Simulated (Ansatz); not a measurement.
Input deck for Ansatz 0.2.0, then the block of the output on the nuclei.

The cell is a COD entry, relaxed with PBE at fixed cell and then changed (volume scaled by 1.04, ions relaxed).

```yaml
crystal:
  lattice:
    - [1.5997786986, 0.9236326623, 6.2444391255]
    - [-1.5997786986, 0.9236326623, 6.2444391255]
    - [0.0, -1.8472653246, 6.2444391255]
  atoms:
    - { symbol: W, position: [0.0006633804, 0.0006633804, 0.0006633804], spin: 2.0 }
    - { symbol: S, position: [0.2488641217, 0.2488641217, 0.2488641217] }
    - { symbol: S, position: [0.4191724979, 0.4191724979, 0.4191724979] }
magnetization:
  spin_polarized: true
kpoints:
  mp_grid: { grid: [16, 16, 16] }
scf:
  occupations: { method: fermi_dirac, width: 0.02 }
hamiltonian:
  xc: pbe
  pseudopotentials: { kind: paw }
output:
  forces: true
  stress: true
  populations: true
  efg: { quadrupole_moments_barn: { S: -0.0694 }, contact_densities: true }
relax:
  f_tol: 0.02
  max_steps: 60
```

```sh
ansatz run input.yaml --threads 1 --pin off --max-ram 3072MiB --backend cpu --events-out ev --progress --plain --runs-dir out
```

The run relaxes the ions first, and the block belongs to the relaxed positions.

Of the output, the block on the nuclei alone is shown; the set-up, the SCF iterations, energies, forces and stress are cut. One atom of each set with nearly equal values is shown.

```
--- PAW observables at the nuclei: V_zz in 10²¹ V/m², potentials from the cell's mean, atoms counted from 1 ---
  atom   1  W  V_zz =   -17.858590   η = 0.0000   by run symmetry: allowed
            electrostatic potential = -14805.198129 V   contact ρ = 8821984.244221 e/Å³   contact ρ_s (e/Å³): all electrons +0.000001, valence -0.000001
  atom   2  S  V_zz =    -4.837895   η = 0.0000   by run symmetry: allowed   C_q = +8.1184 MHz
            electrostatic potential = -1637.914697 V   contact ρ = 19770.599753 e/Å³   contact ρ_s (e/Å³): all electrons -0.000000, valence -0.000000
  atom   3  S  V_zz =    -4.708507   η = 0.0000   by run symmetry: allowed   C_q = +7.9013 MHz
            electrostatic potential = -1637.911599 V   contact ρ = 19770.637190 e/Å³   contact ρ_s (e/Å³): all electrons +0.000000, valence -0.000000
```

The relaxation (4 steps) took 5.8 min of wall time (5.6 min of CPU time) and 1.3 GiB at its peak, on 1 thread of Intel Xeon Platinum 8259CL CPU @ 2.50GHz (Skylake/Cascade Lake) (x86_64; 16 cores open to the job, memory cap 3.0 GiB, no GPU), a shared host with a load of 0.7 a core.

Without spin–orbit coupling the gradients at and beside W can be off by some per cent, at some sites by more. The start moments die out, and the run ends without spin.
